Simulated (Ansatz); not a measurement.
The system is TaS2.

```xyz
3
Lattice="3.3500 0.0000 0.0000 -1.6750 2.9012 0.0000 0.0000 0.0000 5.8600" Properties=species:S:1:pos:R:3 pbc="T T T"
Ta    0.0000    0.0000    0.0000
S     1.6750    0.9671    4.3950
S     0.0000    1.9341    1.4650
```

Base run:

```yaml
Program: Ansatz 0.2.0
Functional: PBEsol
Potentials_or_basis: all-electron LAPW, scalar-relativistic
Cutoff: 258 eV (chosen from the basis error)
Basis_error_allowed: 0.002 eV/atom
k_mesh: 9 × 9 × 5
Occupations: fermi-dirac, width 0.05 eV
Spin: no spin polarisation
Hubbard_terms: Ta d U = 6 eV
```

Its results: band gap on the k mesh none (metal or under the smearing width); pressure 7.8 GPa; largest force 1.117 eV/Å.

Problem. The run is repeated on the same cell with these changes: hubbard terms from Ta d U = 6 eV to none. What comes out?

Solution. Band gap on the k mesh none (metal or under the smearing width); pressure 4.4 GPa; largest force 0.988 eV/Å.

Caveats: this functional lacks dispersion, which binds the layers, so the pressure and a relaxed spacing across them are unreliable; the density of states is complete only up to the lowest level of the last band computed; U is the effective U less J, on atomic orbitals that reach past the spheres (some runs); U without spin polarisation on a metal has little footing (some runs); forces of over 1 eV/Å show positions far from the minimum, so gaps and moduli don't describe the material at rest (some runs).
